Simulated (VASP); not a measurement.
## NaH in VASP 6.6.1, single-point calculation

INCAR

```
ISMEAR = -1
LCHARG = .FALSE.
PREC = Medium
LASPH = .FALSE.
GGA = PE
IBRION = -1
NSW = 0
SIGMA = 0.02
EDIFF = 1E-7
AMIX = 0.2
ENCUT = 520
NELM = 75
LWAVE = .FALSE.
NBANDS = 11
LREAL = .FALSE.
ISIF = 2
BMIX = 0.0001
```

KPOINTS

```
KPOINTS created by Atomic Simulation Environment
0
Gamma
10 10 10
0 0 0
```

POSCAR

```
Na H
 1.0000000000000000
     0.0000000000000000    2.3975116422000000    2.3975116422000000
     2.4085401958000001    0.0000000000000000    2.3975116422000000
     2.4085401958000001    2.3975116422000000    0.0000000000000000
 Na  H
   1   1
Cartesian
  0.0000000000000000  0.0000000000000000  0.0000000000000000
  2.4085401958000001  2.3975116422000000  2.3975116422000000
```

The recommended PBE PAW datasets give the neutral cell 8 valence electrons.

Command

```
mpirun -np 1 vasp_std
```

**Question.** How does this run end, and what does it give?

**Answer.** It converged. Results: gap between bands v and c on the k mesh 3.81 eV; least direct gap on the k mesh 4.66 eV; pressure 0.4 GPa. Band v is the last that the valence electrons fill when counted band by band, and c is the next.

OSZICAR

```
N       E                     dE             d eps       ncg     rms          rms(c)
DAV:   1     0.375212899290E+02    0.37521E+02   -0.45641E+03  2259   0.742E+02
DAV:   2    -0.418329823184E+01   -0.41705E+02   -0.41016E+02  2322   0.197E+02
DAV:   3    -0.550841952969E+01   -0.13251E+01   -0.13232E+01  2716   0.336E+01
DAV:   4    -0.551705797431E+01   -0.86384E-02   -0.86377E-02  2569   0.273E+00
DAV:   5    -0.551713109285E+01   -0.73119E-04   -0.73117E-04  2613   0.258E-01    0.320E+00
DAV:   6    -0.529313401483E+01    0.22400E+00   -0.10863E-01  2678   0.167E+00    0.222E+00
DAV:   7    -0.508424433640E+01    0.20889E+00   -0.65897E-01  2555   0.367E+00    0.357E-01
DAV:   8    -0.508791255105E+01   -0.36682E-02   -0.17350E-02  2520   0.152E+00    0.143E-01
DAV:   9    -0.508844369865E+01   -0.53115E-03   -0.17048E-03  2544   0.280E-01    0.611E-02
DAV:  10    -0.508836546695E+01    0.78232E-04   -0.41288E-04  2814   0.333E-01    0.307E-02
DAV:  11    -0.508837912692E+01   -0.13660E-04   -0.20807E-05  2513   0.213E-02    0.110E-02
DAV:  12    -0.508838424675E+01   -0.51198E-05   -0.83479E-06  2585   0.110E-02    0.133E-03
DAV:  13    -0.508838460139E+01   -0.35464E-06   -0.24122E-07  2554   0.348E-03    0.251E-04
DAV:  14    -0.508838461244E+01   -0.11054E-07   -0.24468E-09  1317   0.318E-04
   1 F= -.50883846E+01 E0= -.50883846E+01  d E =-.108650E-11
```

For comparison, a separate PBE run of the intended cell, on usual settings and not on those above, gives a gap of 3.81 eV on its mesh and a pressure of 0.4 GPa.
